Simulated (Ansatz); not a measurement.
The system is CdS (Greenockite).

```
Cd S
1.0
     4.15000    0.00000    0.00000
    -2.07500    3.59401    0.00000
     0.00000    0.00000    6.73700
Cd S
2 2
Direct
  0.66667 0.33333 0.50000
  0.33333 0.66667 0.00000
  0.66667 0.33333 0.87500
  0.33333 0.66667 0.37500
```

Base run:

```yaml
Program: Ansatz 0.2.0
Functional: r2SCAN
Potentials_or_basis: Ansatz PAW
Cutoff: "500 eV (not typed: the program's choice for these potentials)"
k_mesh: 7 × 7 × 4
Occupations: fermi-dirac, width 0.05 eV
Spin: no spin polarisation
```

Its results: band gap on the k mesh 1.66 eV, direct; pressure 0.7 GPa; largest force 0.071 eV/Å.

Problem. The run is repeated on the same cell with these changes: functional from r2SCAN to PBE; cutoff from 500 eV (not typed: the program's choice for these potentials) to 420 eV (not typed: the program's choice for these potentials). What comes out?

Solution. Band gap on the k mesh 1.20 eV, direct; pressure 2.1 GPa; largest force 0.068 eV/Å.

r2SCAN gives the wider gap, since meta-GGAs in the generalised Kohn-Sham scheme recover part of the derivative discontinuity.

Caveats: the PAW data sets come from PBE, with cores solved anew for the run's functional, which leaves a small shift of forces and pressure (some runs).
